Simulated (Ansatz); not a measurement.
PbF2 (Fluorocronite):

```
Pb F
1.0
     0.00000    2.96366    2.96366
     2.96366    0.00000    2.96366
     2.96366    2.96366    0.00000
Pb F
1 2
Direct
  0.00000 0.00000 0.00000
  0.75000 0.75000 0.75000
  0.25000 0.25000 0.25000
```

Base run:

| Quantity | Value |
| --- | --- |
| Program | Ansatz 0.2.0 |
| Functional | RPBE |
| Potentials or basis | Ansatz PAW |
| Cutoff | 420 eV (not typed: the program's choice for these potentials) |
| k mesh | 8 × 8 × 8 |
| Occupations | gaussian, width 0.05 eV |
| Spin | no spin polarisation |

Its results: band gap on the k mesh 4.55 eV, indirect (least direct gap 4.69 eV); pressure 5.9 GPa.

Problem. The run is repeated on the same cell with these changes: functional from RPBE to PBE. What comes out?

Solution. Band gap on the k mesh 4.42 eV, indirect (least direct gap 4.57 eV); pressure 2.7 GPa.

PBE binds more tightly than RPBE, so the same cell stands under less pressure.

Caveats: spin-orbit coupling is left out, which as a rule narrows the gap of such compounds by several tenths of an eV; the PAW data sets come from PBE, with cores solved anew for the run's functional, which leaves a small shift of forces and pressure (some runs).

A k mesh can miss the band edges.
